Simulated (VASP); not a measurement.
Level of theory: vdW-DF-cx, VASP's PBE PAW potentials (set 64) (plane waves; VASP).

VASP ran on this input.

INCAR:
```
! general
SYSTEM    =  CaF2
PREC      =  Accurate
ENCUT     =  520
LREAL     =  .False.
LASPH     =  .True.
ICHARG    =  11

! electronic loop
EDIFF     =  1E-7
NELM      =  100
ALGO      =  Normal

! smearing
ISMEAR    =  0
SIGMA     =  0.05

! functional
GGA       =  CX
LUSE_VDW  =  .True.
AGGAC     =  0.0

! output
LWAVE     =  .False.
LCHARG    =  .False.
LORBIT    =  11
```

### KPOINTS
```
k-points along high-symmetry lines
15
Line-mode
Reciprocal
  0.000000   0.000000   0.000000 ! GAMMA
  0.500000  -0.000000   0.500000 ! X

  0.500000  -0.000000   0.500000 ! X
  0.625000   0.250000   0.625000 ! U

  0.375000   0.375000   0.750000 ! K
  0.000000   0.000000   0.000000 ! GAMMA

  0.000000   0.000000   0.000000 ! GAMMA
  0.500000   0.500000   0.500000 ! L

  0.500000   0.500000   0.500000 ! L
  0.500000   0.250000   0.750000 ! W

  0.500000   0.250000   0.750000 ! W
  0.500000  -0.000000   0.500000 ! X
```

File POSCAR:
```
CaF2
1
    0.0000000000     2.7269215212     2.7269215212
    2.7269215212    -0.0000000000     2.7269215212
    2.7269215212     2.7269215212     0.0000000000
Ca F
1 2
Direct
  1.0000000000   1.0000000000   0.0000000000
  0.2500000000   0.2500000000   0.2500000000
  0.7500000000   0.7500000000   0.7500000000
```

POTCAR, in this order: Ca_sv F (PBE.64 set). Program: vasp_std. Read from the step before: CHGCAR.

Output of the run:

File OSZICAR:
```
       N       E                     dE             d eps       ncg     rms          rms(c)
DAV:   1     0.222737392052E+03    0.22274E+03   -0.13891E+04  2880   0.153E+03
DAV:   2    -0.214206640833E+01   -0.22488E+03   -0.22021E+03  3728   0.386E+02
DAV:   3    -0.107926987220E+02   -0.86506E+01   -0.86434E+01  3288   0.861E+01
DAV:   4    -0.111478431836E+02   -0.35514E+00   -0.35506E+00  5024   0.126E+01
DAV:   5    -0.111496112142E+02   -0.17680E-02   -0.17680E-02  3256   0.931E-01
DAV:   6    -0.111496501368E+02   -0.38923E-04   -0.38923E-04  4272   0.808E-02
DAV:   7    -0.111496506410E+02   -0.50414E-06   -0.50413E-06  3632   0.119E-02
DAV:   8    -0.111496506543E+02   -0.13312E-07   -0.13315E-07  3768   0.148E-03
   1 F= -.11149651E+02 E0= -.11149651E+02  d E =-.128269E-24
```

OUTCAR:
```
 val. band max:       -1.0435029271   @ k =   0.5000   0.0000   0.5000

 cond. band min:       6.3437960367   @ k =   0.0000   0.0000   0.0000



 k-point     1 :       0.0000    0.0000    0.0000
  band No.  band energies     occupation
      1     -36.8799      2.00000
      2     -20.8557      2.00000
      3     -20.0668      2.00000
      4     -17.9073      2.00000
      5     -17.9073      2.00000
      6     -17.9073      2.00000
      7      -3.1728      2.00000
      8      -3.1728      2.00000
      9      -3.1728      2.00000
     10      -1.3016      2.00000
     11      -1.3016      2.00000
     12      -1.3016      2.00000
     13       6.3438      0.00000
     14       8.1769      0.00000
     15       8.1769      0.00000
     16      10.2397      0.00000

 k-point     2 :       0.0357    0.0000    0.0357
  band No.  band energies     occupation
      1     -36.8793      2.00000
      2     -20.8610      2.00000
      3     -20.0709      2.00000
      4     -17.9087      2.00000
      5     -17.9087      2.00000
      6     -17.8981      2.00000
      7      -3.1688      2.00000
      8      -3.1688      2.00000
      9      -3.1499      2.00000
     10      -1.3413      2.00000
     11      -1.3005      2.00000
     12      -1.3005      2.00000
     13       6.3899      0.00000
     14       8.1743      0.00000
     15       8.1870      0.00000
     16      10.2281      0.00000

 k-point     3 :       0.0714    0.0000    0.0714
  band No.  band energies     occupation
      1     -36.8776      2.00000
      2     -20.8768      2.00000
      3     -20.0829      2.00000
      4     -17.9127      2.00000
      5     -17.9127      2.00000
      6     -17.8710      2.00000
      7      -3.1569      2.00000
      8      -3.1569      2.00000
      9      -3.0819      2.00000
     10      -1.4563      2.00000
     11      -1.2977      2.00000
     12      -1.2977      2.00000
     13       6.5250      0.00000
     14       8.1655      0.00000
...
```

The density is held fixed in this step, so its total energy and stress have no physical meaning.

The compound is CaF2 in the fluorite structure. It was relaxed first.
